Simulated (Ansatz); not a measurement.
TePb:

```xyz
2
Lattice="0.0000 3.2310 3.2310 3.2310 0.0000 3.2310 3.2310 3.2310 0.0000" Properties=species:S:1:pos:R:3 pbc="T T T"
Pb    0.0000    0.0000    0.0000
Te    3.2310    3.2310    3.2310
```

Base run:

```yaml
Program: Ansatz 0.2.0
Functional: PBEsol
Potentials_or_basis: all-electron LAPW, non-relativistic
Cutoff: 178 eV (chosen from the basis error)
Basis_error_allowed: 0.001 eV/atom
k_mesh: 7 × 7 × 7
Occupations: fermi-dirac, width 0.05 eV
Spin: no spin polarisation
```

Its results: pressure 0.7 GPa.

Q: The run is repeated on the same cell with these changes: potentials or basis from all-electron LAPW, non-relativistic to all-electron LAPW, scalar-relativistic. What comes out?

A: Pressure -0.4 GPa.

Caveats: relativity is left out, which matters for the heavier elements (some runs).
